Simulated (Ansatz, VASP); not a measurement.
**Two plane-wave programs on MgO**

File INCAR:

```
SYSTEM = MgO
ALGO = Normal ; EDIFF = 1E-6
ENCUT = 520 ; GGA = PE
ISIF = 2 ; ISMEAR = -1
LASPH = .TRUE. ; LCHARG = .FALSE.
LREAL = .FALSE. ; LWAVE = .FALSE.
NBANDS = 16 ; NELM = 60
PREC = Accurate ; SIGMA = 0.02
```

File KPOINTS:

```
k-points
0
G
  12 12 6
  0 0 0
```

POSCAR

```
MgO
1.0
    3.3704226164      0.0000000001      0.0000000000
   -1.6852113083      2.9188716073      0.0000000000
    0.0000000000      0.0000000000      5.1602255714
Mg O
2 2
Direct
    0.3333333333      0.6666666667     -0.0089108208
    0.6666666667      0.3333333333      0.4910891792
    0.3333333333      0.6666666667      0.3839108208
    0.6666666667      0.3333333333      0.8839108208
```

Input for Ansatz:

```yaml
crystal:
  lattice:
    - [3.3704226164, 1.0e-10, 0.0]
    - [-1.6852113083, 2.9188716073, 0.0]
    - [0.0, 0.0, 5.1602255714]
  atoms:
    - { symbol: Mg, position: [0.3333333333, 0.6666666667, -0.0089108208] }
    - { symbol: Mg, position: [0.6666666667, 0.3333333333, 0.4910891792] }
    - { symbol: O, position: [0.3333333333, 0.6666666667, 0.3839108208] }
    - { symbol: O, position: [0.6666666667, 0.3333333333, 0.8839108208] }
kpoints:
  mp_grid: { grid: [12, 12, 6] }
  band_path:
    path:
      - [0.0, 0.0, 0.0]
      - [0.5, 0.0, 0.0]
      - [0.3333333333, 0.3333333333, 0.0]
      - [0.0, 0.0, 0.5]
      - [0.5, 0.0, 0.5]
      - [0.3333333333, 0.3333333333, 0.5]
    npoints: 1
hamiltonian:
  xc: pbe
scf:
  occupations: { method: fermi_dirac, width: 0.02 }
  n_extra_bands: 5
output:
  forces: true
  stress: true
  eigenvalues: true
```

Change from the starting cell: hydrostatic strain +2.5%.

Alike in both runs: task single point; functional PBE; k mesh 12 × 12 × 6; occupations fermi-dirac, width 0.02 eV; no spin polarisation.

|  | VASP | Ansatz |
| --- | --- | --- |
| version | VASP 6.6.1 | Ansatz 0.2.0 |
| potentials or method | VASP PAW PBE potentials, release 64 (Mg, O) | plane waves, PAW |
| plane-wave cutoff (eV) | 520 | 420 |
| valence electrons in the cell | 16 | 32 |

Ansatz gave:

```
gap on the k mesh at the Fermi level (eV)       : 3.18
pressure (GPa)                                  : -4.4
largest component of the traceless stress (GPa) : 1.07
rms of the force components (eV/Å)              : 0.009
```

Problem. Which values does VASP return?

Solution. gap on the k mesh at the Fermi level (eV): 3.16; pressure (GPa): -4.8; largest component of the traceless stress (GPa): 1.11; rms of the force components (eV/Å): 0.009.

Atom by atom the forces differ by 0.000 eV/Å (rms over components). The two sets of potentials don't hold the same shells in valence.

A k mesh can miss the band edges.
